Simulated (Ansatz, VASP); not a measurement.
## La: VASP beside Ansatz

The input POSCAR:

```
La
1.0
   -2.1517794217      2.1517794217      2.1517794217
    2.1517794217     -2.1517794217      2.1517794217
    2.1517794217      2.1517794217     -2.1517794217
La
1
Direct
    0.0000000000      0.0000000000      0.0000000000
```

The input INCAR.step1:

```
SYSTEM = La
PREC     = Accurate       ! precision mode
ENCUT    = 520            ! plane-wave cutoff, eV
ISMEAR   = -1             ! smearing method
SIGMA    = 0.05           ! smearing width, eV
LREAL    = .FALSE.        ! projectors in reciprocal space
LASPH    = .TRUE.         ! aspherical terms in the spheres
NELM     = 60             ! most SCF steps
NBANDS   = 12             ! bands
GGA      = PE             ! functional
ALGO     = Normal         ! electronic algorithm
EDIFF    = 1E-4           ! SCF threshold, eV
LWAVE    = .TRUE.         ! write WAVECAR
LCHARG   = .FALSE.        ! write CHGCAR
```

INCAR.step2

```
SYSTEM = La
PREC     = Accurate       ! precision mode
ENCUT    = 520            ! plane-wave cutoff, eV
EDIFF    = 1E-6           ! SCF threshold, eV
ISMEAR   = -1             ! smearing method
SIGMA    = 0.05           ! smearing width, eV
LREAL    = .FALSE.        ! projectors in reciprocal space
LASPH    = .TRUE.         ! aspherical terms in the spheres
NELM     = 60             ! most SCF steps
ALGO     = Normal         ! electronic algorithm
ISIF     = 2              ! what is computed and relaxed
LWAVE    = .FALSE.        ! write WAVECAR
LCHARG   = .FALSE.        ! write CHGCAR
METAGGA  = R2SCAN         ! meta-GGA
LMIXTAU  = .TRUE.       
NBANDS   = 12             ! bands
ISTART   = 1
```

Contents of KPOINTS:

```
regular mesh
0
G
  9 9 9
  0 0 0
```

The input input.yaml:

```yaml
crystal:
  lattice:
    - [-2.1517794217, 2.1517794217, 2.1517794217]
    - [2.1517794217, -2.1517794217, 2.1517794217]
    - [2.1517794217, 2.1517794217, -2.1517794217]
  atoms:
    - { symbol: La, position: [0.0, 0.0, 0.0] }
hamiltonian:
  xc: r2scan
  pseudopotentials: { kind: paw }
kpoints:
  mp_grid: { grid: [9, 9, 9] }
scf:
  occupations: { method: fermi_dirac, width: 0.05 }
output:
  forces: true
  stress: true
  eigenvalues: true
```

This isn't the form of La at room conditions, which is double hcp.

Alike in both runs: task single point; functional r2SCAN; k mesh 9 × 9 × 9; occupations fermi-dirac, width 0.05 eV; no spin polarisation.

```csv
,VASP,Ansatz
version,VASP 6.6.1,Ansatz 0.2.0
potentials or method,"VASP PAW PBE potentials, release 64 (La)",Ansatz PAW
plane-wave cutoff (eV),520,500
valence electrons in the cell,11,11
```

|  | VASP | Ansatz | Ansatz less VASP |
| --- | --- | --- | --- |
| gap on the k mesh at the Fermi level (eV) | none | none | - |
| pressure (GPa) | -1.1 | -1.1 | -0.05 |

A gap of «none» marks a metal or a gap that the smearing closes. The functional is the same, so the differences come from potentials, cutoffs and numerics.

Caveats: the PAW data sets were made with another functional, which shifts forces and pressure a little (VASP); the magnetic or orbital state may not be the lowest (Ansatz); the PAW data sets come from PBE, with cores solved anew for the run's functional, which leaves a small shift of forces and pressure (Ansatz). Spin-orbit coupling is left out, which matters for the levels of La.
